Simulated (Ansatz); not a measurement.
# Cu: a surface, (110), 4 layers, part 2 of 2

Aim: cut a slab of Cu (110), 4 layers from the relaxed bulk, relax it, and get surface energy and work function. The runs shown use LAPW. Companion runs by PAW are cited. Its runs: bulk in the slab's orientation (LAPW); the reference run (LAPW); atoms relaxed (LAPW); no images along the normal (LAPW); field of 0.3 V/Å along the normal (LAPW).

Ansatz 0.2.0; DFT PBE; a cell built from a prototype (fcc type), not taken from measurement.

### Step 5. Atoms relaxed, LAPW

The input, input.yaml:

```yaml
crystal:
  lattice:
    - [2.5664536728, 0.0, 0.0]
    - [0.0, 3.6295135912, 0.0]
    - [0.0, 0.0, 19.8497]
  atoms:
    - { symbol: Cu, position: [0.25, 0.25, 0.4080151169] }
    - { symbol: Cu, position: [0.75, 0.75, 0.4645130076] }
    - { symbol: Cu, position: [0.25, 0.25, 0.5354868176] }
    - { symbol: Cu, position: [0.75, 0.75, 0.5919850574] }
kpoints:
  mp_grid: { grid: [16, 11, 1] }
scf:
  occupations: { method: fermi_dirac, width: 0.05 }
hamiltonian:
  xc: pbe
  pseudopotentials: { kind: all_electron, lapw: { basis_error: 0.001 } }
output:
  forces: true
  stress: true
  eigenvalues: true
relax:
  f_tol: 0.01
  max_steps: 12
efield:
  axis: 3
  amplitude: 0
  dipole_correction: true
```

Run with:

```console
ansatz run input.yaml --threads 1 --pin off --max-ram 3584MiB --backend cpu --events-out ev --progress --plain --runs-dir out
```

Standard output:

```text
The last accepted step is kept in <dir> (removed where the run ends without a failure and the disk answers)
LAPW: plane waves up to 9.397 Å⁻¹, error target 1.0e-3 eV per atom; small_component_spin mean_spin; Cu in spheres of 1.207 Å, 19 of its electrons in bands, Dirac shells []
Engine: ansatz 0.2.0
Pseudopotentials: kind: all_electron
Pseudopotential: Cu, LAPW, valence charge 19, Koelling and Harmon's equation, gaussian nucleus
Functional definition: PBE
  parameter kappa = 0.804
  parameter beta = 0.06672455060314922
  exchange = pbe_x(kappa = kappa, mu = beta*pi^2/3)
  correlation = pbe_c(beta = beta)
Crystal: 4 atoms, lattice volume = 184.900 Å³
Basis set: ecut = 336.45911255209336 eV, 2603 PW (Γ), exchange–correlation at level 2
Bands: 46, of which v1, the nominal top of the filled ones, is band 38 counted from 1 (37 counted from 0)
Symmetry: 4 space group operations
k-points: 54 of 176
Non-local potential: Cu, projectors of the file, none
Initial density: superposition of atomic densities (neutral atoms: chi_scale 0, normalization atom)
Initial wavefunctions: plane waves of lowest kinetic energy (no species holds an atomic orbital)
Functional: x = pbe(κ = 0.804, μ = 0.2195149727645171), c = pbe(β = 0.06672455060314922)
iter 1 solved again at ethr=1.70e-3 eV; its pass at ethr=1.00e-1 eV (dr2=1.29e0 eV) is discarded
SCF iter   1: F=—  HF=-180138.194643 eV  |F-HF|=—  |Δ(HF+E_count)|=         —  Δρ=2.98e-2  dr2=1.30e0  ethr=1.70e-3  p=-0.000 e·Å  D=-5.98e-13 V/Å  ΔV_dip=0.00 eV  dr2_dipole=2.59e-12  V_vac-E_F(+/−)=4.41/4.41 eV  ⟨swp⟩=2.2  Hψ=16208  notcnv=0
efield: sawtooth ramp at fractional position 0.9500 (placed from the atoms, in the widest stretch of the axis that holds none; the zero of the levels goes with the place), width 0.1000; the density the first Hamiltonian is built on has a dipole p = 0.000 e·Å; the dipole correction subtracts the counter field D = 2.26e-12 V/Å, which shifts the + side's vacuum level by -0.00 eV against the − side's; the planar-averaged density in the ramp window peaks in size at 4.4e-7 e/Å³
preconditioner: auto → LDOS  [metal: Δε(μ)=0.090 eV  Ē_g=6.927 eV  σ=0.050 eV  W_gap=0.42  n_scr=36 (ndim 8)  ℏωp=18.1 eV  f_vac=0.671  D(μ)=1.61/eV (n_scr^D=6)  β→1.0]
SCF iter   2: F=—  HF=-180147.931597 eV  |F-HF|=—  |Δ(HF+E_count)|=    9.74e0  Δρ=2.13e-2  dr2=1.61e0  ethr=1.70e-3  p=0.000 e·Å  D=2.51e-7 V/Å  ΔV_dip=-0.00 eV  dr2_dipole=7.68e-12  V_vac-E_F(+/−)=3.90/3.90 eV  ⟨swp⟩=3.3  Hψ=9102  notcnv=0  recentre
iter 3 solved again at ethr=1.08e-4 eV; its pass at ethr=1.70e-3 eV (dr2=8.18e-2 eV) is discarded
SCF iter   3: F=—  HF=-180135.384786 eV  |F-HF|=—  |Δ(HF+E_count)|=    1.25e1  Δρ=5.95e-3  dr2=8.19e-2  ethr=1.08e-4  p=0.000 e·Å  D=2.26e-8 V/Å  ΔV_dip=-0.00 eV  dr2_dipole=6.60e-18  V_vac-E_F(+/−)=4.71/4.71 eV  ⟨swp⟩=2.0  Hψ=14225  notcnv=0
SCF iter   4: F=—  HF=-180135.358804 eV  |F-HF|=—  |Δ(HF+E_count)|=         —  Δρ=2.45e-3  dr2=1.21e-2  ethr=1.08e-4  p=0.000 e·Å  D=5.17e-8 V/Å  ΔV_dip=-0.00 eV  dr2_dipole=1.62e-15  V_vac-E_F(+/−)=4.49/4.49 eV  ⟨swp⟩=3.0  Hψ=7722  notcnv=0
the basis was enlarged: its passes take 388.3 KiB over the memory plan, 1 of 1 planned eigensolver slots
SCF iter   5: F=—  HF=-180135.339968 eV  |F-HF|=—  |Δ(HF+E_count)|=   1.88e-2  Δρ=1.19e-3  dr2=2.22e-3  ethr=1.59e-5  p=0.000 e·Å  D=4.89e-8 V/Å  ΔV_dip=-0.00 eV  dr2_dipole=7.13e-15  V_vac-E_F(+/−)=4.52/4.52 eV  ⟨swp⟩=3.0  Hψ=7233  notcnv=0
SCF iter   6: F=—  HF=-180135.341101 eV  |F-HF|=—  |Δ(HF+E_count)|=   1.13e-3  Δρ=1.86e-4  dr2=1.49e-4  ethr=2.92e-6  p=0.000 e·Å  D=4.82e-8 V/Å  ΔV_dip=-0.00 eV  dr2_dipole=2.85e-16  V_vac-E_F(+/−)=4.46/4.46 eV  ⟨swp⟩=2.8  Hψ=7243  notcnv=0
SCF iter   7: F=—  HF=-180135.341145 eV  |F-HF|=—  |Δ(HF+E_count)|=   4.43e-5  Δρ=5.43e-5  dr2=7.28e-6  ethr=1.96e-7  p=0.000 e·Å  D=5.51e-8 V/Å  ΔV_dip=-0.00 eV  dr2_dipole=1.67e-16  V_vac-E_F(+/−)=4.44/4.44 eV  ⟨swp⟩=3.0  Hψ=7282  notcnv=0
iter 8 did not close the SCF: its close was put off until two iterations running show no level that it waits for move by more than its bar (scf_convergence_deferred on its scf_iter line)
SCF iter   8: F=-180135.341151 eV  HF=-180135.341151 eV  |F-HF|=1.09e-7  |Δ(HF+E_count)|=   5.90e-6  Δρ=9.76e-6  dr2=2.63e-7  ethr=9.57e-9  p=0.000 e·Å  D=4.23e-8 V/Å  ΔV_dip=-0.00 eV  dr2_dipole=2.16e-17  V_vac-E_F(+/−)=4.43/4.43 eV  ⟨swp⟩=3.0  Hψ=7716  notcnv=0
SCF iter   9: F=-180135.341152 eV  HF=-180135.341152 eV  |F-HF|=9.69e-9  |Δ(HF+E_count)|=   2.46e-7  Δρ=2.20e-6  dr2=1.10e-8  ethr=3.46e-10  p=0.000 e·Å  D=6.88e-8 V/Å  ΔV_dip=-0.00 eV  dr2_dipole=6.69e-17  V_vac-E_F(+/−)=4.43/4.43 eV  ⟨swp⟩=3.0  Hψ=7628  notcnv=0
SCF 1 converged in 9 iterations: F = -180135.341152 eV  dr2 = 1.10e-8
relax step   1: F+E_penalty+E_count = -180135.34115155 eV  Δ(F+E_penalty+E_count) = +0.000e0 eV  max|allowed force component| = 6.294e-4 eV/Å  Δτ_max = 0.0000 Å  (9 SCF iters, dr2 threshold 2.50e-6 eV, accepted)
Initial density: handed on by an earlier stage of this run
Initial wavefunctions: those handed on with the density
iter 1 solved again at ethr=1.44e-11 eV; its pass at ethr=1.00e-1 eV (dr2=1.09e-8 eV) is discarded
SCF iter   1: F=—  HF=-180135.341151 eV  |F-HF|=—  |Δ(HF+E_count)|=         —  Δρ=2.15e-6  dr2=1.10e-8  ethr=1.44e-11  p=0.000 e·Å  D=6.88e-8 V/Å  ΔV_dip=-0.00 eV  dr2_dipole=7.25e-17  V_vac-E_F(+/−)=4.43/4.43 eV  ⟨swp⟩=2.0  Hψ=10067  notcnv=0
efield: sawtooth ramp at fractional position 0.9500 (handed on by an earlier solve), width 0.1000; the density the first Hamiltonian is built on has a dipole p = 0.000 e·Å; the dipole correction subtracts the counter field D = 6.89e-8 V/Å, which shifts the + side's vacuum level by -0.00 eV against the − side's; the planar-averaged density in the ramp window peaks in size at 3.0e-7 e/Å³
preconditioner: auto → LDOS  [metal: Δε(μ)=0.064 eV  Ē_g=7.572 eV  σ=0.050 eV  W_gap=0.31  n_scr=36 (ndim 8)  ℏωp=18.1 eV  f_vac=0.674  D(μ)=1.24/eV (n_scr^D=6)  β→1.0]
SCF iter   2: F=—  HF=-180135.341152 eV  |F-HF|=—  |Δ(HF+E_count)|=   1.22e-7  Δρ=1.75e-6  dr2=8.08e-9  ethr=1.44e-11  p=0.000 e·Å  D=3.76e-9 V/Å  ΔV_dip=-0.00 eV  dr2_dipole=9.10e-16  V_vac-E_F(+/−)=4.43/4.43 eV  ⟨swp⟩=3.0  Hψ=8240  notcnv=0
iter 3 solved again at ethr=1.00e-12 eV; its pass at ethr=1.06e-11 eV (dr2=6.41e-10 eV) is discarded
SCF iter   3: F=-180135.341152 eV  HF=-180135.341152 eV  |F-HF|=6.66e-9  |Δ(HF+E_count)|=   1.39e-8  Δρ=5.06e-7  dr2=6.41e-10  ethr=2.38e-12 (applied; sched 1.00e-12)  p=0.000 e·Å  D=6.50e-8 V/Å  ΔV_dip=-0.00 eV  dr2_dipole=5.64e-19  V_vac-E_F(+/−)=4.43/4.43 eV  ⟨swp⟩=2.0  Hψ=13195  notcnv=0
SCF 2 converged in 3 iterations: F = -180135.341152 eV  dr2 = 6.41e-10
relax step   2: F+E_penalty+E_count = -180135.34115157 eV  Δ(F+E_penalty+E_count) = -1.973e-8 eV  max|allowed force component| = 6.776e-4 eV/Å  Δτ_max = 0.0000 Å  (3 SCF iters, accepted)
SCF converged after 3 iterations
Free energy (F): -180135.341152 eV
Harris-Foulkes:  -180135.341152 eV  (|F-HF|=6.66e-9)
Internal energy: -180135.330294 eV  (E = F + TS)
E sigma→0 (E₀):  -180135.335723 eV
Entropy (-TS):   -0.010858 eV (-2.714 meV/atom)
Fermi energy:    0.991475 eV
Dipole field:    D = 0.000000 V/Å  (p = 0.000000 e·Å, saw-weighted, corrected)
Work function:   Φ+ = 4.4322 eV   Φ− = 4.4322 eV
Levels:          The Fermi level and band energies are counted from a zero that moves with the ramp; work functions are not
--- Per-component energies (eV) ---
  E_band       = -2614.830266
  E_kinetic    = 183228.577535
  E_xc         = -7360.201776
  E_efield     = 0.000000  (sawtooth field / dipole correction)
  E_electrostatic = -356003.706052  (all electrons and nuclei)
  E_smearing   = -0.010858  (= −TS)
  E_closure    = 0.000000  (closes the sum)
  E_atoms      = -180122.129827  (free atoms, spherical and without spin; not in F)
  Σ components = -180135.341152   (vs F -180135.341152, Δ=0.00e0)
  Basis errors (estimates in eV, not in F): energy 3.5e-4 per atom: plane waves 3.4e-4 (2.0e-4 summed), levels above the bands 3.7e-64, relativity 9.1e-8, radial functions 1.1e-5, core shells 2.9e-10; eigenvalues (radial functions only) 2.1e-7; not estimated: angular momenta, meshes, grids; target (lapw.basis_error) 1.0e-3; muffin-tin radii Cu 1.207 Å
--- Forces (eV/Å), atoms counted from 1 ---
  atom   1  Cu     0.00000000     0.00000000    -0.00067767
  atom   2  Cu     0.00000000     0.00000000     0.00035720
  atom   3  Cu     0.00000000     0.00000000    -0.00033004
  atom   4  Cu     0.00000000     0.00000000     0.00065039
  max |Σ_I F_I| component: 1.16e-7 eV/Å
--- Stress (GPa, compression-positive) ---
       -1.648537       0.000000       0.000000
        0.000000      -0.834057       0.000000
        0.000000       0.000000       0.002822
  P = ⅓ Tr σ = -0.8266 GPa (-8.266 kbar)
--- Band table (eV; the first three rows and the last of 54) ---
  k-point 0: bands = ["-111.5144", "-111.5082", "-111.1243", "-111.1242", "-68.9208", "-68.8862", "-68.8771", "-68.8714", "-68.8632", "-68.8551", "-68.5313", "-68.5311", "-68.5037", "-68.5035", "-68.4684", "-68.4666", "-7.2797", "-4.7025", "-3.3663", "-2.8270", "-2.7930", "-2.2130", "-2.2016", "-2.0204", "-1.7754", "-1.6792", "-1.5946", "-1.5097", "-1.3590", "-1.2855", "-1.1944", "-1.0770", "-0.8056", "-0.7763", "-0.7141", "-0.6017", "-0.5103", "-0.3389", "0.4575", "3.3819", "3.9804", "5.0144", "5.8330", "6.0453", "7.3663", "8.0936"]
  k-point 1: bands = ["-111.5142", "-111.5083", "-111.1243", "-111.1243", "-68.9203", "-68.8884", "-68.8768", "-68.8695", "-68.8634", "-68.8553", "-68.5313", "-68.5311", "-68.5039", "-68.5036", "-68.4682", "-68.4666", "-7.1839", "-4.6382", "-3.3673", "-2.8473", "-2.8115", "-2.2591", "-2.1638", "-1.9095", "-1.7675", "-1.6653", "-1.6003", "-1.5223", "-1.4671", "-1.2175", "-1.1683", "-1.1051", "-0.8124", "-0.7794", "-0.6986", "-0.6113", "-0.4845", "-0.3535", "0.5150", "3.2970", "3.4433", "5.1007", "5.9142", "6.0783", "6.4257", "8.1588"]
  k-point 2: bands = ["-111.5139", "-111.5087", "-111.1244", "-111.1243", "-68.9188", "-68.8930", "-68.8758", "-68.8661", "-68.8641", "-68.8558", "-68.5314", "-68.5313", "-68.5044", "-68.5039", "-68.4677", "-68.4664", "-6.8997", "-4.4578", "-3.3890", "-2.9832", "-2.7655", "-2.2433", "-2.0541", "-1.8907", "-1.7466", "-1.6106", "-1.5825", "-1.5403", "-1.5090", "-1.2722", "-1.1778", "-1.0431", "-0.8184", "-0.7909", "-0.6673", "-0.6167", "-0.4413", "-0.3914", "0.6981", "2.0140", "3.5955", "4.6979", "5.4249", "6.1372", "6.4521", "8.1482"]
  k-point 53: bands = ["-111.5068", "-111.5068", "-111.1200", "-111.1200", "-68.9317", "-68.9317", "-68.8924", "-68.8924", "-68.8583", "-68.8583", "-68.5826", "-68.5826", "-68.5006", "-68.5006", "-68.4631", "-68.4631", "-3.4184", "-3.4184", "-2.6832", "-2.6832", "-2.3596", "-2.3596", "-2.0733", "-2.0733", "-1.8192", "-1.8192", "-1.6046", "-1.6046", "-1.0089", "-1.0089", "-0.9279", "-0.9279", "-0.5175", "-0.5175", "-0.4134", "-0.4134", "1.5687", "1.5687", "4.6079", "4.6079", "5.2556", "5.2556", "6.9789", "6.9789", "8.4340", "8.4340"]
--- Relaxed structure (2 steps of the walk, 2 accepted, 0 SCFs on fresh bases) ---
  F+E_penalty+E_count = -180135.34115157 eV   max|allowed force component| = 6.776e-4 eV/Å
  atoms:
    - { symbol: Cu, position: [0.25, 0.25, 0.40801511690000003] }
    - { symbol: Cu, position: [0.75, 0.7499999999999999, 0.4645130076] }
    - { symbol: Cu, position: [0.25, 0.25, 0.5354868176] }
    - { symbol: Cu, position: [0.75, 0.7499999999999999, 0.5919850574] }
```

Run time: 7.1 min. Hardware: 1 thread of Intel Xeon Platinum 8488C (Sapphire Rapids), shared host; peak memory 0.99 GiB.

Relaxation path:

```csv
step,energy from step 1 (eV/cell),largest force component (eV/Å)
1,0.0000,0.0006
2,0.0000,0.0007
```

Step 1 is the start. Step 2 solves the same geometry again.

In short: no gap; work function 4.43 eV.

### Step 6. No images along the normal, LAPW

Changes to input.yaml since step 5:

```diff
@@ -10,2 +10,3 @@
     - { symbol: Cu, position: [0.75, 0.75, 0.5919850574] }
+  periodic: [true, true, false]
 kpoints:
@@ -21,8 +22 @@
   eigenvalues: true
-relax:
-  f_tol: 0.01
-  max_steps: 12
-efield:
-  axis: 3
-  amplitude: 0
-  dipole_correction: true
```

Run with:

```console
ansatz run input.yaml --threads 1 --pin off --max-ram 3584MiB --backend cpu --events-out ev --progress --plain --runs-dir out
```

Standard output (excerpt; [...] marks lines left out):

```text
Warning: crystal.periodic: the lattice vector that does not repeat stood 0.000° off the slab's normal, 19.850 Å along it as the deck builds it. The run solves the slab on a vector along the normal, 31.103 Å long, with every atom where it was (on the deck's vector they left 16.20 Å outside [...]
Warning: the atoms were moved onto the symmetric positions of the space group found under crystal.symmetry.tolerance 1.0e-5 (fractional; no operation is sought that the atoms, as they stand in a round, miss by more than twice it, and no atom is moved by as much as it), and the run uses [...]
LAPW: plane waves up to 9.069 Å⁻¹, error target 1.0e-3 eV per atom; small_component_spin mean_spin; Cu in spheres of 1.245 Å, 19 of its electrons in bands, Dirac shells []
[...]
[... 3 set-up lines as earlier in the session ...]
[...]
Crystal: 4 atoms, lattice volume = 289.728 Å³
Basis set: ecut = 313.3850907344685 eV, 3673 PW (Γ), exchange–correlation at level 2
[...]
Space group: Pmmn (ITA 59), of the structure as read, at distance tolerance 6.6e-5 Å
k-points: 54 of 176
[...]
SCF iter   1: F=—  HF=-180138.194356 eV  |F-HF|=—  |Δ(HF+E_count)|=         —  Δρ=2.11e-2  dr2=1.06e0  ethr=1.37e-3  ⟨swp⟩=2.5  Hψ=16372  notcnv=0
[...]
the basis was enlarged: its passes take 384.5 KiB over the memory plan, 1 of 1 planned eigensolver slots
[...]
SCF iter   9: F=-180135.341252 eV  HF=-180135.341252 eV  |F-HF|=1.14e-8  |Δ(HF+E_count)|=   4.28e-7  Δρ=1.98e-6  dr2=1.43e-8  ethr=4.10e-10  ⟨swp⟩=3.0  Hψ=7979  notcnv=0
[...]
SCF converged after 9 iterations
Free energy (F): -180135.341252 eV
[...]
E sigma→0 (E₀):  -180135.335823 eV
Entropy (-TS):   -0.010858 eV (-2.714 meV/atom)
Fermi energy:    -4.432373 eV
[...]
--- Forces (eV/Å), atoms counted from 1 ---
  atom   1  Cu    -0.00000000     0.00000000    -0.00056480
  atom   2  Cu     0.00000000     0.00000000     0.00028469
  atom   3  Cu    -0.00000000     0.00000000    -0.00028469
  atom   4  Cu     0.00000000     0.00000000     0.00056480
[...]
--- 2D stress c σ (N/m, compression-positive) ---
       -3.273073      -0.000000       0.000000
       -0.000000      -1.656461       0.000000
        0.000000       0.000000       0.000000
  P = ½ c Tr σ = -2.4648 N/m
--- Band table (eV; the first three rows and the last of 54) ---
[...]
  the weakly bound empty levels are not read free of the cell's end (augmented_plane_waves)
```

Wall time 3.5 min (1 thread of Intel Xeon Platinum 8488C (Sapphire Rapids), shared host); peak memory 1.2 GiB.

In short: no gap.

### Step 7. Field of 0.3 V/Å along the normal, LAPW

Changes to input.yaml since step 6:

```diff
@@ -10,3 +10,2 @@
     - { symbol: Cu, position: [0.75, 0.75, 0.5919850574] }
-  periodic: [true, true, false]
 kpoints:
@@ -22 +21,5 @@
   eigenvalues: true
+efield:
+  axis: 3
+  amplitude: 0.3
+  dipole_correction: true
```

Run with:

```console
ansatz run input.yaml --threads 1 --pin off --max-ram 3584MiB --backend cpu --events-out ev --progress --plain --runs-dir out
```

Standard output (excerpt; [...] marks lines left out):

```text
LAPW: plane waves up to 9.069 Å⁻¹, error target 1.0e-3 eV per atom; small_component_spin mean_spin; Cu in spheres of 1.245 Å, 19 of its electrons in bands, Dirac shells []
[...]
[... 3 set-up lines as earlier in the session ...]
[...]
Crystal: 4 atoms, lattice volume = 184.900 Å³
Basis set: ecut = 313.3855488213779 eV, 2353 PW (Γ), exchange–correlation at level 2
Bands: 46, of which v1, the nominal top of the filled ones, is band 38 counted from 1 (37 counted from 0)
[... 1 set-up line as earlier in the session ...]
k-points: 54 of 176
[...]
SCF iter   1: F=—  HF=-180138.211457 eV  |F-HF|=—  |Δ(HF+E_count)|=         —  Δρ=2.65e-2  dr2=1.06e0  ethr=1.39e-3  p=0.093 e·Å  D=9.13e-2 V/Å  ΔV_dip=-1.81 eV  dr2_dipole=4.45e-3  V_vac-E_F(+/−)=5.98/2.64 eV  ⟨swp⟩=2.1  Hψ=16154  notcnv=0
[...]
SCF converged after 11 iterations
Free energy (F): -180135.356330 eV
[...]
E sigma→0 (E₀):  -180135.350903 eV
Entropy (-TS):   -0.010854 eV (-2.713 meV/atom)
Fermi energy:    0.982781 eV
Dipole field:    D = 0.098316 V/Å  (p = 0.100462 e·Å, saw-weighted, corrected)
Work function:   not extracted (applied field tilts the vacuum); planar V_es + V_field profile in the machine report
Levels:          The Fermi level and band energies are counted from a zero that moves with the ramp; work functions are not
[...]
--- Forces (eV/Å), atoms counted from 1 ---
  atom   1  Cu     0.00000000     0.00000000    -0.00096958
  atom   2  Cu     0.00000000     0.00000000    -0.00116093
  atom   3  Cu     0.00000000     0.00000000    -0.00330006
  atom   4  Cu     0.00000000     0.00000000     0.00542867
[...]
--- Stress (GPa, compression-positive) ---
       -1.636150       0.000000       0.000000
        0.000000      -0.822941       0.000000
        0.000000       0.000000       0.010002
  P = ⅓ Tr σ = -0.8164 GPa (-8.164 kbar)
--- Band table (eV; the first three rows and the last of 54) ---
[...]
```

Wall time 4.2 min (1 thread of Intel Xeon Platinum 8488C (Sapphire Rapids), shared host); peak memory 0.93 GiB.

Result: no gap; largest force 0.005 eV/Å.

### Step 8. Side by side

Rows by PAW come from runs of the same series that aren't printed here.

| run | surface energy (J/m²) | work function (eV; upper / lower face where they differ) | gap (eV) | largest force (eV/Å) | time |
| --- | --- | --- | --- | --- | --- |
| Slab as cut, LAPW | 1.633 | 4.39 | none | 0.405 | 3.2 min |
| Atoms relaxed, LAPW | 1.576 | 4.43 | none | 0.001 | 7.1 min |
| No images along the normal, LAPW | 1.576 | – | none | 0.001 | 3.5 min |
| Field of 0.3 V/Å along the normal, LAPW | – | – | none | 0.005 | 4.2 min |
| Slab as cut, PAW | 1.632 | 4.40 | none | 0.403 | 41 s |
| Atoms relaxed, PAW | 1.575 | 4.43 | none | 0.001 | 2.8 min |
| No images along the normal, PAW | 1.575 | – | none | 0.001 | 54 s |
| Field of 0.3 V/Å along the normal, PAW | – | – | none | 0.006 | 60 s |
| Core holes in 2p of Cu, PAW | – | – | none | 0.001 | 2.2 min |

Surface energy: (F of the slab less that of as many bulk atoms) over twice the area, the bulk computed in the slab's orientation.

Core-hole binding energies as the program printed them (eV):

```
atom  atoms alike  shell  binding  shift
 Cu1            2     2p   936.20   0.00
 Cu2            2     2p   936.43   0.23
```

### Step 9. Summary of results

This closing draws on all 2 parts.

| quantity | value |
| --- | --- |
| surface energy (LAPW, relaxed) | 1.58 J/m² |
| work function (LAPW, relaxed) | 4.43 eV |
| outer layer spacing (LAPW) | 1.28 → 1.12 Å |
| surface energy (PAW, relaxed) | 1.58 J/m² |
| work function (PAW, relaxed) | 4.43 eV |
| outer layer spacing (PAW) | 1.28 → 1.12 Å |
| core-level shifts among the layers (PAW holes) | Cu1 +0.00, Cu2 +0.23 eV |

What this shows: By LAPW the surface costs 1.63 J/m² as cut and 1.58 J/m² relaxed. The outermost spacing changes by -12.6 % (LAPW). The field of 0.3 V/Å along the normal induces a dipole of 0.100 e·Å per cell (LAPW). The outermost spacing changes by -12.6 % (PAW). The field of 0.3 V/Å along the normal induces a dipole of 0.100 e·Å per cell (PAW). Thickness wasn't converged, and no reconstruction was sought.
